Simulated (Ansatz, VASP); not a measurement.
**One calculation of Ge, two programs**

```
Ge
1.0
     4.02238    0.00000    0.00000
    -2.01119    3.48348    0.00000
     0.00000    0.00000   28.00000
Ge
2
Direct
  0.33333 0.66667 0.51221
  0.66667 0.33333 0.48779
```

The cell was built by a generator and needn't be a form met in nature.

Alike in both runs: functional PBE; dispersion D3(BJ); k mesh 12 × 12 × 1; occupations gaussian, width 0.1 eV; no spin polarisation.

Ansatz relaxed the structure, and its values are those at the end. VASP's run is a single point on that final structure, the one shown.

```csv
,VASP,Ansatz
version,VASP 6.6.1,Ansatz 0.2.0
potentials or method,"VASP PAW PBE potentials, release 64 (Ge_d)","scalar-relativistic, plane waves, PAW"
plane-wave cutoff (eV),520,420
valence electrons in the cell,28,28
```

Ansatz gave:

| Item | Value |
| --- | --- |
| gap on the k mesh at the Fermi level (eV) | none |
| rms of the force components (eV/Å) | 0.001 |
| work function, face that differs most (eV) | 4.47 |

Q: Estimate VASP's values.

A: gap on the k mesh at the Fermi level (eV): none; rms of the force components (eV/Å): 0.004; work function, face that differs most (eV): 4.46.

A gap of «none» marks a metal or a gap that the smearing closes.
